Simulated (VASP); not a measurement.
# BN: NMR shieldings and orbital susceptibility, by potentials

BN, F-43m (no. 216), 2 atoms in the cell.

| Potentials | Shielding of the first element (ppm) | Shielding of the second element (ppm) | Orbital susceptibility (1e-6 cm³ per mole of cells) | Time (s) |
|---|---|---|---|---|
| N, B | 201.4 | 94.1 | -10.2 | 159 |
| N_GW, B_GW | 202.5 | 94.8 | -10.2 | 164 |
| N_h, B_h | 202.8 | 94.4 | -10.6 | 139 |
| N_s, B_s | 201.2 | 92.0 | -9.0 | 159 |

Limits: rows 1, 2, 4: the pGv and vGv forms of the susceptibility differ by more than 5 %, and the shieldings take over part of that uncertainty through the G = 0 term.

## Input of the first row

INCAR:
```
SYSTEM = BN
GGA = PE
PREC = Accurate
ENCUT = 950
EDIFF = 1E-8
LREAL = .False.
LASPH = .True.
ALGO = Normal
NELM = 120
LWAVE = .False.
LCHARG = .False.
LCHIMAG = .True.
LNMR_SYM_RED = .True.
NLSPLINE = .True.
ISMEAR = 0
SIGMA = 0.01
KPAR = 2
```

KPOINTS:
```
k-points
0
Gamma
  11 11 11
```

POSCAR:
```
BN
1.0
    0.0000000000      1.8130010000      1.8130010000
    1.8130010000      0.0000000000      1.8130010000
    1.8130010000      1.8130010000      0.0000000000
N B
1 1
Direct
    0.2500000000      0.2500000000      0.2500000000
    0.0000000000      0.0000000000      0.0000000000
```

Commands:
```
cat potpaw_PBE.64/N/POTCAR potpaw_PBE.64/B/POTCAR > POTCAR
mpirun -np 2 vasp_std > vasp.out
```

Changes of the last row against the first:
```
- cat potpaw_PBE.64/N/POTCAR potpaw_PBE.64/B/POTCAR > POTCAR
+ cat potpaw_PBE.64/N_s/POTCAR potpaw_PBE.64/B_s/POTCAR > POTCAR
```

VASP 6.6.1 took 159 s on 2 cores (AMD EPYC 9R45 (Zen 5)), a shared host.
